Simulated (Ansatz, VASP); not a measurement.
## Two plane-wave programs on SrO

```
CELL_PARAMETERS angstrom
3.67200 0.00000 0.00000
-1.83600 3.18005 0.00000
0.00000 0.00000 5.86547
ATOMIC_POSITIONS crystal
Sr 0.33333 0.66667 0.25000
Sr 0.66667 0.33333 0.75000
O 0.00000 0.00000 0.00000
O 0.00000 0.00000 0.50000
```

Alike in both runs: task single point; functional PBE; k mesh 9 × 9 × 6; occupations gaussian, width 0.02 eV; no spin polarisation.

```csv
,VASP,Ansatz
version,VASP 6.6.1,Ansatz 0.2.0
potentials or method,"VASP PAW PBE potentials, release 64 (Sr_sv, O)","scalar-relativistic, plane waves, PAW"
plane-wave cutoff (eV),520,420
valence electrons in the cell,32,32
```

|  | VASP | Ansatz | Ansatz less VASP |
| --- | --- | --- | --- |
| gap on the k mesh at the Fermi level (eV) | 2.45 | 2.45 | +0.003 |
| least direct gap on the mesh (eV) | 2.45 | 2.45 | +0.003 |
| pressure (GPa) | 2.0 | 1.5 | -0.54 |
| largest component of the traceless stress (GPa) | 10.26 | 10.28 | +0.017 |

Caveats: an odd mesh through Γ misses points on the zone boundary, where band edges often lie.
